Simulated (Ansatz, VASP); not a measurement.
Two plane-wave programs on CoO

INCAR

```
PREC = Accurate
ENCUT = 520
EDIFF = 1E-7
ISMEAR = -1
SIGMA = 0.05
LREAL = F
LASPH = T
NELM = 120
ALGO = Normal
ISIF = 2
LWAVE = F
LCHARG = F
ISPIN = 2
MAGMOM = 2 0
LORBIT = 11
LMAXMIX = 4
GGA = PE
IBRION = 2
NSW = 60
EDIFFG = -0.005
```

Contents of KPOINTS:

```
regular mesh
0
Gamma
  9 9 9
```

Contents of POSCAR:

```
CoO
1.0
   -1.5230804444      1.5080004400      2.1072503600
    1.5230804444     -1.5080004400      2.1072503600
    1.5230804444      1.5080004400     -2.1072503600
Co O
1 1
Direct
    0.0000000000      0.0000000000      0.0000000000
    0.5000000000      0.5000000000      0.0000000000
```

Contents of input.yaml:

```yaml
crystal:
  lattice:
    - [-1.5230804444, 1.50800044, 2.10725036]
    - [1.5230804444, -1.50800044, 2.10725036]
    - [1.5230804444, 1.50800044, -2.10725036]
  atoms:
    - { symbol: Co, position: [0.0, 0.0, 0.0], spin: 2.0 }
    - { symbol: O, position: [0.5, 0.5, 0.0] }
hamiltonian:
  xc: pbe
  pseudopotentials: { kind: paw }
magnetization:
  spin_polarized: true
kpoints:
  mp_grid: { grid: [9, 9, 9] }
scf:
  occupations: { method: fermi_dirac, width: 0.05 }
output:
  forces: true
  stress: true
  eigenvalues: true
relax:
  f_tol: 0.01
  max_steps: 40
```

Change from the starting cell: strain = 0.01.

Alike in both runs: task relaxation of the atoms; functional PBE; k mesh 9 × 9 × 9; occupations fermi-dirac, width 0.05 eV; collinear spin, ferromagnetic start.

```csv
,VASP,Ansatz
version,VASP 6.6.1,Ansatz 0.2.0
potentials or method,"VASP PAW PBE potentials, release 64 (Co, O)",Ansatz PAW
plane-wave cutoff (eV),520,420
valence electrons in the cell,15,23
```

|  | VASP | Ansatz | Ansatz less VASP |
| --- | --- | --- | --- |
| gap on the k mesh at the Fermi level, each at its own relaxed structure (eV) | none | none | - |
| net moment per atom (μB) | 1.44 | 1.45 | +0.019 |
| size of the moment on the site where the two differ most (μB) | 2.54 | 2.47 | -0.064 |

Site moments also hang on the region over which each program counts them. A gap of «none» marks a metal or a gap that the smearing closes. The two sets of potentials don't hold the same shells in valence.

Caveats: the relaxation stopped at its first step, so nothing moved; a cell with one magnetic atom can't hold antiferromagnetic order, which such compounds often take; semilocal functionals often make such compounds metallic where correlation or magnetic order opens a gap, which also shifts bond lengths.
